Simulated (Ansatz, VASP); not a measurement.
# One calculation of HfB, two programs

```
Hf B
1.0
     0.00000    2.42550    2.42550
     2.42550    0.00000    2.42550
     2.42550    2.42550    0.00000
Hf B
1 1
Direct
  0.50000 0.50000 0.50000
  0.00000 0.00000 0.00000
```

Change from the starting cell: strain +0.050 along x and y, +0.050 along z, atoms carried along.

Alike in both runs: task single point; functional PBE; k mesh 18 × 18 × 18; occupations gaussian, width 0.15 eV; no spin polarisation.

```csv
,VASP,Ansatz
version,VASP 6.6.1,Ansatz 0.2.0
potentials or method,"VASP PAW PBE potentials, release 64 (Hf_pv, B)","scalar-relativistic, plane waves, PAW"
plane-wave cutoff (eV),520,420
valence electrons in the cell,13,29
```

|  | VASP | Ansatz | Ansatz less VASP |
| --- | --- | --- | --- |
| gap on the k mesh at the Fermi level (eV) | none | none | - |
| pressure (GPa) | -1.7 | -1.7 | -0.07 |

A gap of «none» marks a metal or a gap that the smearing closes. The functional is the same, so the differences come from potentials, cutoffs and numerics. The two sets of potentials don't hold the same shells in valence.

The runs have no spin-orbit coupling, so splittings on Hf are missing.
